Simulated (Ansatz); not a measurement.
A crystal relaxed with r2SCAN+rVV10 in the plane-wave code Ansatz has space group P-3m1 (No. 164) and a = 4.248 Å, c = 6.884 Å.

```json
{"atom": "Xx", "site": "1a", "x": "0.0000", "y": "0.0000", "z": "0.0000"}
{"atom": "I", "site": "2d", "x": "0.3333", "y": "0.6667", "z": "0.2496"}
```

r2SCAN gives an indirect gap of 2.78 eV, from k = (-1/8, 1/8, 0.203) to k = (0, 0.456, 0.359); the least direct gap is 3.15 eV at k = (0, 0.417, 1/4). The HSE06 gap is indirect, 3.29 eV (k = (-1/8, 1/8, 0.203) to k = (0, 0.456, 0.359)), below the direct gap of 3.64 eV at Γ. With PBE0 the valence top lies at k = (-1/8, 1/8, 0.203) and the conduction bottom at k = (0, 0.456, 0.359), 3.97 eV higher; the smallest vertical gap, at Γ, is 4.31 eV. Meshes: r2SCAN 12×12×4, HSE06 6×6×4, PBE0 6×6×4.

Q: Which element is Xx?
A. Zn
B. Cd
C. Mg
D. Hg

A: B. Xx is Cd: a 3-atom cell of CdI2 started from a crystallographic database. Cd has 6 I at 2.99 Å; I has 3 Cd at 2.99 Å.

The values are computed, spin-unpolarised, and not measurements.

No spin-orbit coupling is included; it can move band edges with weight on the heavy atoms by tenths of an eV.

Where an edge lies off the special points, it is a point of the mesh or the k point where a search put PBE's edge or least direct gap, reused for the other functionals, whose own edges may lie a little apart.

Coordinates of k points refer to the reciprocal vectors of the primitive cell of the runs.

The meshes of the hybrids are coarse, so their gaps aren't converged to the digits shown.
